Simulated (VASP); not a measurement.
HfS2: relaxation of cell and atoms with PBEsol

HfS2:

```
Hf S
1.0
     3.63966    0.00000    0.00000
    -1.81983    3.15204    0.00000
     0.00000    0.00000    6.05556
Hf S
1 2
Cartesian
  0.0000 0.0000 0.0000
  1.8198 1.0507 4.6262
  0.0000 2.1014 1.4294
```

The cell is a database's computed one.

```
Program                : VASP 6.6.1
Task                   : relaxation of cell and atoms
Functional             : PBEsol
Potentials or basis    : VASP PAW PBE potentials, release 64 (Hf_pv, S)
Cutoff                 : 400 eV
k mesh                 : 12 × 12 × 6
Occupations            : gaussian, width 0.02 eV
Spin                   : no spin polarisation
Target pressure        : 4 GPa
Pressure (GPa)         : 4
Further INCAR settings : ALGO = Fast; EDIFF = 1e-07; IBRION = 2; EDIFFG = -0.003; NSW = 40; ISIF = 3
Target pressure        : 4 GPa
```

| Quantity | Value |
| --- | --- |
| Relaxed volume | 19.75 Å³/atom |
| Relaxed cell | a = 3.525 Å, b = 3.525 Å, c = 5.504 Å, α = 90.00°, β = 90.00°, γ = 120.00° |
| Space group after relaxing (to 0.05 Å) | P-3m1 (No. 164) |
| Energy change on relaxing (the enthalpy is what falls) | +16.6 meV/atom |
| Ionic steps | 20 |
| Pressure after relaxing | 4.0 GPa |
| Band gap on the k mesh | 0.35 eV, indirect (least direct gap 1.42 eV) |

Forces in eV/Å, atoms in the order of the input:
```
Hf   0.000  0.000  0.000
S    0.000  0.000  0.002
S    0.000  0.000 -0.002
```

The path:
| step | energy change (eV) | largest force (eV/Å) | pressure (GPa) | volume (Å³) |
| --- | --- | --- | --- | --- |
| 1 | 0.0000 | 0.0619 | -1.94 | 69.47 |
| 2 | 0.2607 | 1.7507 | 13.51 | 61.19 |
| 3 | 0.0180 | 0.6534 | 3.87 | 65.73 |
| 4 | 0.0101 | 0.4710 | 3.75 | 64.76 |
| 5 | 0.0379 | 0.0098 | 3.51 | 62.47 |
| 6 | 0.0424 | 0.0432 | 4.05 | 61.32 |
| 7 | 0.0666 | 0.0899 | 5.34 | 59.15 |
| 8 | 0.2387 | 0.0291 | 9.78 | 54.85 |
| 9 | 0.0813 | 0.1749 | 6.22 | 58.50 |
| 10 | 0.0547 | 0.3506 | 1.99 | 59.43 |
| 11 | 0.0575 | 0.1137 | 3.85 | 59.01 |
| 12 | 0.0574 | 0.0426 | 4.11 | 58.95 |
| 13 | 0.0577 | 0.0235 | 4.17 | 58.94 |
| 14 | 0.0538 | 0.0387 | 3.93 | 59.09 |
| 15 | 0.0537 | 0.0393 | 3.91 | 59.09 |
| 16 | 0.0527 | 0.0234 | 3.95 | 59.13 |
| 17 | 0.0514 | 0.0030 | 4.00 | 59.18 |
| 18 | 0.0511 | 0.0024 | 4.01 | 59.19 |
| 19 | 0.0506 | 0.0006 | 4.00 | 59.21 |
| 20 | 0.0498 | 0.0020 | 3.98 | 59.24 |

Final structure:
```cif
data_structure
_symmetry_space_group_name_H-M 'P 1'
_symmetry_Int_Tables_number 1
_cell_length_a 3.5253
_cell_length_b 3.5253
_cell_length_c 5.5043
_cell_angle_alpha 90.000
_cell_angle_beta 90.000
_cell_angle_gamma 120.000
_cell_volume 59.24
loop_
_atom_site_label
_atom_site_type_symbol
_atom_site_fract_x
_atom_site_fract_y
_atom_site_fract_z
_atom_site_occupancy
Hf1 Hf 0.00000 0.00000 0.00000 1
S1 S 0.66667 0.33333 0.73437 1
S2 S 0.33333 0.66667 0.26563 1
```

Levels at points of the mesh, in eV from the valence-band top:
| k point | band 7 | band 8 | band 9 | band 10 | band 11 | band 12 | band 13 | band 14 | band 15 |
| --- | --- | --- | --- | --- | --- | --- | --- | --- | --- |
| (0.00, 0.00, 0.00) | -3.23 | -3.23 | -0.34 | -0.34 | 0.00 | 1.59 | 1.59 | 2.02 | 4.81 |
| (0.50, 0.00, 0.00) | -3.37 | -3.29 | -2.90 | -2.80 | -1.88 | 0.52 | 3.96 | 4.12 | 5.89 |
| (0.00, 0.00, 0.50) | -3.13 | -3.13 | -2.79 | -0.66 | -0.66 | 1.49 | 1.49 | 2.43 | 5.71 |
| (0.50, 0.00, 0.50) | -4.48 | -3.26 | -3.00 | -1.28 | -1.08 | 0.35 | 3.93 | 4.17 | 4.96 |

Run time: 14 min on 1 thread of AMD EPYC 7R13 Processor (Zen 3) (shared host), peak memory 0.19 GiB.

Caveat: the cell is relaxed towards a set pressure, so the enthalpy falls and the energy may rise; the PAW data sets were made with another functional, which shifts forces and pressure a little; spin-orbit coupling is left out, which moves the levels of the heavy elements; this functional lacks dispersion, which binds the layers, so the pressure and a relaxed spacing across them are unreliable. A k mesh can miss the band edges.
